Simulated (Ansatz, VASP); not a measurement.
## AlN: VASP beside Ansatz

File INCAR:

```
  ALGO = Normal
  EDIFF = 1E-7
  ENCUT = 520
  GGA = PE
  ISIF = 2
  ISMEAR = 0
  LASPH = True
  LCHARG = True
  LELF = True
  LREAL = False
  LVHAR = True
  LWAVE = False
  NBANDS = 16
  NELM = 80
  PREC = Accurate
  SIGMA = 0.05
```

File KPOINTS:

```
k-points
0
Gamma
  9 9 6
```

POSCAR

```
AlN
1.0
    3.4299311463      0.0000000000      0.0000000000
   -1.7149655732      2.9704075059      0.0000000000
    0.0000000000      0.0000000000      4.2205302756
Al N
2 2
Direct
    0.3333333333      0.6666666667      0.7500000000
    0.6666666667      0.3333333333      0.2500000000
    0.3333333333      0.6666666667      0.2500000000
    0.6666666667      0.3333333333      0.7500000000
```

Input for Ansatz:

```yaml
crystal:
  lattice:
    - [3.4299311463, 0.0, 0.0]
    - [-1.7149655732, 2.9704075059, 0.0]
    - [0.0, 0.0, 4.2205302756]
  atoms:
    - { symbol: Al, position: [0.3333333333, 0.6666666667, 0.75] }
    - { symbol: Al, position: [0.6666666667, 0.3333333333, 0.25] }
    - { symbol: "N", position: [0.3333333333, 0.6666666667, 0.25] }
    - { symbol: "N", position: [0.6666666667, 0.3333333333, 0.75] }
basis:
  ecutwfc: 520.0
kpoints:
  mp_grid: { grid: [9, 9, 6] }
hamiltonian:
  xc: pbe
  pseudopotentials: { kind: paw, azcp: { folder: soft_1 } }
scf:
  occupations: { method: gaussian, width: 0.05 }
output:
  forces: true
  stress: true
  eigenvalues: true
```

Alike in both runs: task single point; functional PBE; k mesh 9 × 9 × 6; occupations gaussian, width 0.05 eV; no spin polarisation.

|  | VASP | Ansatz |
| --- | --- | --- |
| version | VASP 6.6.1 | Ansatz 0.2.0 |
| potentials or method | VASP PAW PBE potentials, release 64 (Al, N) | scalar-relativistic, plane waves, PAW |
| plane-wave cutoff (eV) | 520 | 520 |
| valence electrons in the cell | 16 | 16 |

```tsv
	VASP	Ansatz	Ansatz less VASP
gap on the k mesh at the Fermi level (eV)	2.78	2.77	-0.005
least direct gap on the mesh (eV)	2.78	2.77	-0.005
pressure (GPa)	-14.2	-14.1	+0.14
largest component of the traceless stress (GPa)	3.69	3.61	-0.088
```
